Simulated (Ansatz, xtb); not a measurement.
## Relative energy of two isomers of C5H12

We compare a, `CCC(C)C`, a singlet, with b, `CC(C)(C)C`, a singlet. Both are isolated molecules in the gas phase, relaxed with PBE-D3(BJ)/def2-SVP; each stands in its lowest conformer found.

Quicker runs give these differences E(b) − E(a): GFN2-xTB −3.1 kcal/mol; HF/STO-3G −0.9 kcal/mol (at GFN2-xTB geometries); r2SCAN-D4/def2-SVP −2.4 kcal/mol (at GFN2-xTB geometries).

Task: Estimate E(b) − E(a) at the level CCSD(T)/def2-SVP + ΔMP2/def2-TZVPP.

Result: Calculated at CCSD(T)/def2-SVP + ΔMP2/def2-TZVPP: E(b) − E(a) = −3.3 kcal/mol, so structure b lies lower.

Level by level:

```tsv
level	geometry	E(b) − E(a) (kcal/mol)	departure from the last row (kcal/mol)	job, with rough time for the two
GFN2-xTB	GFN2-xTB	−3.1	+0.2	optimisation, 0.12 s
HF/STO-3G	GFN2-xTB	−0.9	+2.4	single point, 0.32 s
r2SCAN-D4/def2-SVP	GFN2-xTB	−2.4	+0.8	single point, 2.5 s
PBE-D3(BJ)/def2-SVP	PBE-D3(BJ)/def2-SVP	−1.6	+1.7	optimisation, 8.3 s
HF/def2-SVP	PBE-D3(BJ)/def2-SVP	−1.2	+2.0	part of the CCSD(T) run
MP2/def2-SVP	PBE-D3(BJ)/def2-SVP	−3.5	−0.2	part of the CCSD(T) run
CCSD(T)/def2-SVP	PBE-D3(BJ)/def2-SVP	−3.0	+0.2	single point
CCSD(T)/def2-SVP + ΔMP2/def2-TZVPP	PBE-D3(BJ)/def2-SVP	−3.3		single point, 35 s
```

As drawn, both hold the same kinds of bond in the same numbers. Structure a has 3 methyl groups, b 4.

The levels shown agree on the order. The largest departure from CCSD(T)/def2-SVP + ΔMP2/def2-TZVPP is that of HF/STO-3G, 2.4 kcal/mol. The last row adds to CCSD(T) the change of the MP2 difference between the two basis sets, here −0.2 kcal/mol.

With thermal terms from frequencies at re-optimised GFN2-xTB minima (ideal gas, soft modes damped towards free rotors, one conformer each, 298.15 K, 1 atm): on the last row, ΔE + ΔZPE = −3.7, ΔH = −3.7, ΔG = −1.8 kcal/mol.

Tabulated enthalpies of formation at 298 K are −153.6 kJ/mol for a (CRC Handbook of Chemistry and Physics) and −168.0 kJ/mol for b (CRC Handbook of Chemistry and Physics), a difference of −3.4 kcal/mol. Calculated less tabulated ΔH, with the same thermal term: GFN2-xTB −0.1, HF/STO-3G +2.1, r2SCAN-D4/def2-SVP +0.6, PBE-D3(BJ)/def2-SVP +1.4, HF/def2-SVP +1.8, MP2/def2-SVP −0.4, CCSD(T)/def2-SVP 0.0, CCSD(T)/def2-SVP + ΔMP2/def2-TZVPP −0.2 kcal/mol. Handbook values carry no stated uncertainty.

The correlated steps freeze 5 core orbitals. Programs: Ansatz 0.2.0, xtb 6.7.1; the last row on 2 threads of Intel(R) Xeon(R) 6975P-C (Granite Rapids) on a shared host.
